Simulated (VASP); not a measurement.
Input of a VASP 6.6.1 run:

Contents of INCAR:

```
ALGO = Normal
EDIFF = 1E-6
ENCUT = 500
GGA = PE
GGA_COMPAT = F
ISIF = 2
ISMEAR = 0
LASPH = T
LCHARG = T
LELF = T
LREAL = F
LVHAR = T
LWAVE = F
NBANDS = 16
NELM = 120
PREC = Accurate
SIGMA = 0.1
```

The input KPOINTS:

```
k-points
0
Gamma
  6 6 6
```

Contents of POSCAR:

```
CdTe
1.0
    0.0000000000      3.3192710780      3.3192710780
    3.3192710780      0.0000000000      3.3192710780
    3.3192710780      3.3192710780      0.0000000000
Cd Te
1 1
Direct
    0.0000000000      0.0000000000      0.0000000000
    0.2500000000      0.2500000000      0.2500000000
```

Potentials or basis: VASP PAW PBE potentials, release 64 (Cd, Te).

Command:

```sh
$ cat potpaw_PBE.64/Cd/POTCAR potpaw_PBE.64/Te/POTCAR > POTCAR
$ mpirun -np 1 vasp_std > vasp.out
```

(1) Predict the pressure.

(2) What does it give for the band gap on the k mesh?

Results:

(1) -0.2 GPa.

(2) 0.55 eV, direct.

Caveat: spin-orbit coupling is left out, which moves the levels of the heavy elements.

**Measured values to compare with.**

A printed reference work, data compilation reports, for a bulk crystal of CdTe at 0 K: band gap 1.607 eV.

Against the measured gap of CdTe, 1.607 eV (0 K; a printed reference work, data compilation), the calculated 0.55 eV is off by -1.05 eV. So large a miss can be the level of theory's own, or it may mean another phase, state or a wrong row. Spin-orbit coupling on Cd, Te is left out. The value is that of PBE, without temperature or zero-point motion. Semilocal functionals fall short of measured gaps as a rule.
